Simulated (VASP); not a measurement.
# NaH: G0W0 on PBE, by volume over the given one and cell

NaH, Fm-3m (no. 225), 2 atoms in the cell. PBE, GW; PAW potentials Na_sv_GW, H_GW (PBE set).

| Volume over the given one | Cell | Quasiparticle gap on the mesh (eV) | Gap of the starting point on the mesh (eV) | Quasiparticle gap at the zone centre (eV) | Starting gap at the zone centre (eV) | Correction of the gap between the band edges on the mesh (eV) | Time (s) |
|---|---|---|---|---|---|---|---|
| 0.94 | scale = 0.94 | 6.25 | 3.82 | 17.23 | 14.43 | 2.43 | 24 |
| 0.97 | scale = 0.97 | 6.18 | 3.77 | 16.85 | 14.06 | 2.41 | 24 |
| 1 | as given | 6.11 | 3.71 | 16.47 | 13.71 | 2.39 | 25 |
| 1.03 | scale = 1.03 | 6.04 | 3.67 | 16.12 | 13.38 | 2.38 | 26 |

Limits: the mesh is coarse: the screening isn't converged, and the gap may still move by about 0.1 eV.

## Input of the first row

INCAR.step1:
```
ALGO = Normal ; EDIFF = 1E-8
ENCUT = 450 ; GGA = PE
ISMEAR = 0 ; KPAR = 4
LASPH = True ; LCHARG = False
LREAL = False ; LWAVE = True
NELM = 150 ; PREC = Accurate
SIGMA = 0.05
```

INCAR.step2, as INCAR.step1 but for:
```
- ALGO = Normal
- NELM = 150
+ ALGO = Exact
+ ISTART = 1
+ LOPTICS = True
+ NBANDS = 180
+ NELM = 1
```

INCAR.step3:
```
ALGO = EVGW0 ; ENCUT = 450
ENCUTGW = 200 ; GGA = PE
ISMEAR = 0 ; ISTART = 1
KPAR = 4 ; LASPH = True
LCHARG = False ; LREAL = False
LWAVE = False ; NBANDS = 180
NBANDSGW = 9 ; NELMGW = 1
NOMEGA = 48 ; PREC = Accurate
PRECFOCK = Fast ; SIGMA = 0.05
```

KPOINTS:
```
k-points
0
Gamma
  4 4 4
```

POSCAR:
```
NaH
1.0
    0.0000000000      2.3901901053      2.3901901053
    2.3901901053      0.0000000000      2.3901901053
    2.3901901053      2.3901901053      0.0000000000
Na H
1 1
Direct
    0.0000000000      0.0000000000      0.0000000000
    0.5000000000      0.5000000000      0.5000000000
```

Commands (each step's output is kept before the next begins):
```
cat potpaw_PBE.64/Na_sv_GW/POTCAR potpaw_PBE.64/H_GW/POTCAR > POTCAR
cp INCAR.step1 INCAR
mpirun -np 4 vasp_std > vasp.out
cp INCAR.step2 INCAR
mpirun -np 4 vasp_std > vasp.out
cp INCAR.step3 INCAR
mpirun -np 4 vasp_std > vasp.out
```

VASP 6.6.1 took 24 s on 4 cores (AMD EPYC 7R13 (Zen 3)), a shared host.
